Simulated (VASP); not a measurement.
Input of a VASP 6.6.1 run:

W.cif

```cif
data_W
_cell_length_a 3.16469000
_cell_length_b 3.16469000
_cell_length_c 3.16469000
_cell_angle_alpha 90.00000000
_cell_angle_beta 90.00000000
_cell_angle_gamma 90.00000000
_space_group_name_H-M_alt 'Im-3m'
_space_group_name_Hall '-I 4 2 3'
_space_group_IT_number 229
loop_
_space_group_symop_operation_xyz
'x,y,z'
'-x,-y,-z'
'-y,x,z'
'y,-x,-z'
'-x,-y,z'
'x,y,-z'
'y,-x,z'
'-y,x,-z'
'x,-y,-z'
'-x,y,z'
'-y,-x,-z'
'y,x,z'
'-x,y,-z'
'x,-y,z'
'y,x,-z'
'-y,-x,z'
'z,x,y'
'-z,-x,-y'
'z,-y,x'
'-z,y,-x'
'z,-x,-y'
'-z,x,y'
'z,y,-x'
'-z,-y,x'
'-z,x,-y'
'z,-x,y'
'-z,-y,-x'
'z,y,x'
'-z,-x,y'
'z,x,-y'
'-z,y,x'
'z,-y,-x'
'y,z,x'
'-y,-z,-x'
'x,z,-y'
'-x,-z,y'
'-y,z,-x'
'y,-z,x'
'-x,z,y'
'x,-z,-y'
'-y,-z,x'
'y,z,-x'
'-x,-z,-y'
'x,z,y'
'y,-z,-x'
'-y,z,x'
'x,-z,y'
'-x,z,-y'
'x+1/2,y+1/2,z+1/2'
'-x+1/2,-y+1/2,-z+1/2'
'-y+1/2,x+1/2,z+1/2'
'y+1/2,-x+1/2,-z+1/2'
'-x+1/2,-y+1/2,z+1/2'
'x+1/2,y+1/2,-z+1/2'
'y+1/2,-x+1/2,z+1/2'
'-y+1/2,x+1/2,-z+1/2'
'x+1/2,-y+1/2,-z+1/2'
'-x+1/2,y+1/2,z+1/2'
'-y+1/2,-x+1/2,-z+1/2'
'y+1/2,x+1/2,z+1/2'
'-x+1/2,y+1/2,-z+1/2'
'x+1/2,-y+1/2,z+1/2'
'y+1/2,x+1/2,-z+1/2'
'-y+1/2,-x+1/2,z+1/2'
'z+1/2,x+1/2,y+1/2'
'-z+1/2,-x+1/2,-y+1/2'
'z+1/2,-y+1/2,x+1/2'
'-z+1/2,y+1/2,-x+1/2'
'z+1/2,-x+1/2,-y+1/2'
'-z+1/2,x+1/2,y+1/2'
'z+1/2,y+1/2,-x+1/2'
'-z+1/2,-y+1/2,x+1/2'
'-z+1/2,x+1/2,-y+1/2'
'z+1/2,-x+1/2,y+1/2'
'-z+1/2,-y+1/2,-x+1/2'
'z+1/2,y+1/2,x+1/2'
'-z+1/2,-x+1/2,y+1/2'
'z+1/2,x+1/2,-y+1/2'
'-z+1/2,y+1/2,x+1/2'
'z+1/2,-y+1/2,-x+1/2'
'y+1/2,z+1/2,x+1/2'
'-y+1/2,-z+1/2,-x+1/2'
'x+1/2,z+1/2,-y+1/2'
'-x+1/2,-z+1/2,y+1/2'
'-y+1/2,z+1/2,-x+1/2'
'y+1/2,-z+1/2,x+1/2'
'-x+1/2,z+1/2,y+1/2'
'x+1/2,-z+1/2,-y+1/2'
'-y+1/2,-z+1/2,x+1/2'
'y+1/2,z+1/2,-x+1/2'
'-x+1/2,-z+1/2,-y+1/2'
'x+1/2,z+1/2,y+1/2'
'y+1/2,-z+1/2,-x+1/2'
'-y+1/2,z+1/2,x+1/2'
'x+1/2,-z+1/2,y+1/2'
'-x+1/2,z+1/2,-y+1/2'
loop_
_atom_site_label
_atom_site_type_symbol
_atom_site_symmetry_multiplicity
_atom_site_Wyckoff_symbol
_atom_site_fract_x
_atom_site_fract_y
_atom_site_fract_z
_atom_site_occupancy
W1 W 2 a 0.0000000000 0.0000000000 0.0000000000 1
```

File POSCAR:

```
W 
 1.0000000000000000
     3.1646899999999998    0.0000000000000000    0.0000000000000000
     0.0000000000000000    3.1646899999999998    0.0000000000000000
     0.0000000000000000    0.0000000000000000    3.1646899999999998
 W  
   2
Cartesian
  0.0000000000000000  0.0000000000000000  0.0000000000000000
  1.5823449999999999  1.5823449999999999  1.5823449999999999
```

INCAR.step1

```
SYSTEM = W
PREC = Accurate ; ENCUT = 520
EDIFF = 1E-6 ; ISMEAR = 1
SIGMA = 0.2 ; LREAL = .FALSE.
LASPH = .TRUE. ; NELM = 80
ALGO = Fast ; ISIF = 2
LWAVE = .FALSE. ; LCHARG = .TRUE.
LMAXMIX = 4 ; GGA = CA
```

The input KPOINTS.step1:

```
regular mesh
0
G
  8 8 8
  0 0 0
```

The input INCAR.step2:

```
SYSTEM = W
PREC = Accurate ; ENCUT = 520
EDIFF = 1E-6 ; ISMEAR = 0
SIGMA = 0.05 ; LREAL = .FALSE.
LASPH = .TRUE. ; NELM = 80
ALGO = Fast ; ISIF = 2
LWAVE = .FALSE. ; LCHARG = .FALSE.
LMAXMIX = 4 ; GGA = CA
ICHARG = 11
```

KPOINTS.step2

```
path GXMGRX,MR
15
line-mode
reciprocal
 0.0000000000  0.0000000000  0.0000000000  G
 0.0000000000  0.5000000000  0.0000000000  X

 0.0000000000  0.5000000000  0.0000000000  X
 0.5000000000  0.5000000000  0.0000000000  M

 0.5000000000  0.5000000000  0.0000000000  M
 0.0000000000  0.0000000000  0.0000000000  G

 0.0000000000  0.0000000000  0.0000000000  G
 0.5000000000  0.5000000000  0.5000000000  R

 0.5000000000  0.5000000000  0.5000000000  R
 0.0000000000  0.5000000000  0.0000000000  X

 0.5000000000  0.5000000000  0.0000000000  M
 0.5000000000  0.5000000000  0.5000000000  R
```

Potentials or basis: VASP PAW LDA potentials, release 64 (W_sv).

The run is started by

```sh
$ ase convert -i cif -o vasp W.cif POSCAR
$ cat potpaw_LDA.64/W_sv/POTCAR > POTCAR
$ cp INCAR.step1 INCAR
$ cp KPOINTS.step1 KPOINTS
$ mpirun -np 1 vasp_std > vasp.out
$ cp INCAR.step2 INCAR
$ cp KPOINTS.step2 KPOINTS
$ mpirun -np 1 vasp_std > vasp.out
```

Q: Predict the band gap along the path.

A: None (metal or under the smearing width).

Levels at the corners of the path, in eV from the Fermi level:
```tsv
point	band 11	band 12	band 13	band 14	band 15	band 16	band 17	band 18
Γ	-5.94	-1.35	-1.35	-1.35	2.10	2.10	5.06	5.06
X	-2.93	-2.93	-0.62	-0.62	-0.62	-0.62	1.24	1.24
X	-2.93	-2.93	-0.62	-0.62	-0.62	-0.62	1.24	1.24
M	-3.67	-3.67	0.75	0.75	2.00	2.00	2.96	2.96
M	-3.67	-3.67	0.75	0.75	2.00	2.00	2.96	2.96
Γ	-5.94	-1.35	-1.35	-1.35	2.10	2.10	5.06	5.06
Γ	-5.94	-1.35	-1.35	-1.35	2.10	2.10	5.06	5.06
R	-3.01	-3.01	-3.01	-3.01	3.13	3.13	3.13	3.13
R	-3.01	-3.01	-3.01	-3.01	3.13	3.13	3.13	3.13
X	-2.93	-2.93	-0.62	-0.62	-0.62	-0.62	1.24	1.24
M	-3.67	-3.67	0.75	0.75	2.00	2.00	2.96	2.96
R	-3.01	-3.01	-3.01	-3.01	3.13	3.13	3.13	3.13
```

Caveat: the log is that of the step along the path at fixed density, whose energy, stress, charges and moments have no meaning; spin-orbit coupling is left out, which moves the levels of the heavy elements.
